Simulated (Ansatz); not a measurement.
ZnO (zincite):

```
Zn O
1.0
     3.24931    0.00000    0.00000
    -1.62465    2.81398    0.00000
     0.00000    0.00000    5.20571
Zn O
2 2
Direct
  0.66667 0.33333 0.00000
  0.33333 0.66667 0.50000
  0.33333 0.66667 0.87901
  0.66667 0.33333 0.37901
```

Base run:

| Property | Result |
| --- | --- |
| Program | Ansatz 0.2.0 |
| Functional | PBE |
| Potentials or basis | Ansatz PAW |
| Cutoff | 420 eV (not typed: the program's choice for these potentials) |
| k mesh | 9 × 9 × 5 |
| Occupations | fermi-dirac, width 0.05 eV |
| Spin | no spin polarisation |

Its results: band gap on the k mesh 0.80 eV, direct; pressure 4.9 GPa; largest force 0.070 eV/Å.

Task: The run is repeated on the same cell with these changes: functional from PBE to RPBE. What comes out?

Result: Band gap on the k mesh 0.90 eV, direct; pressure 9.5 GPa; largest force 0.077 eV/Å.

RPBE binds less tightly than PBE, so the same cell stands under more pressure.

Caveats: the PAW data sets come from PBE, with cores solved anew for the run's functional, which leaves a small shift of forces and pressure (some runs).
